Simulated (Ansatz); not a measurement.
ZnO: tetragonal deformation path

All numbers below come from Ansatz, DFT LDA, scalar-relativistic, plane waves, PAW. Settings: plane waves to 420 eV, k-mesh 12×12×12 (Γ-centred), Gaussian smearing 0.05 eV. No spin polarisation. Energies are free energies at this smearing, counted from the undisturbed cell; pressure is positive in compression.

Zero of the scan (as given, not relaxed at this level; it stands at -15.0 GPa; this rock-salt form isn't the usual structure):

```
CELL_PARAMETERS angstrom
0.00000 2.16944 2.16944
2.16944 0.00000 2.16944
2.16944 2.16944 0.00000
ATOMIC_POSITIONS crystal
Zn 0.00000 0.00000 0.00000
O 0.50000 0.50000 0.50000
```

At fixed volume and fractional coordinates, lengths along (0.000, 0.000, 1.000) are scaled against those across it; ρ is that ratio over its starting value. At -15 GPa the given cell is far from its own equilibrium, so these figures belong to a strongly strained crystal.

```csv
ρ,ΔE (meV/atom),pressure (GPa),gap on the mesh (eV)
0.650,581.7,46.3,2.14
0.707,260.6,20.9,1.52
0.780,87.1,1.7,0.93
0.850,26.8,-8.3,0.63
0.920,5.7,-13.3,0.55
0.960,1.3,-14.6,0.60
1.000,0.0,-15.0,0.68
1.050,1.8,-14.4,0.57
1.100,7.1,-12.9,0.49
1.200,30.2,-7.1,0.39
1.300,75.4,1.4,0.33
1.414,163.5,13.8,0.27
1.500,261.5,24.8,0.21
```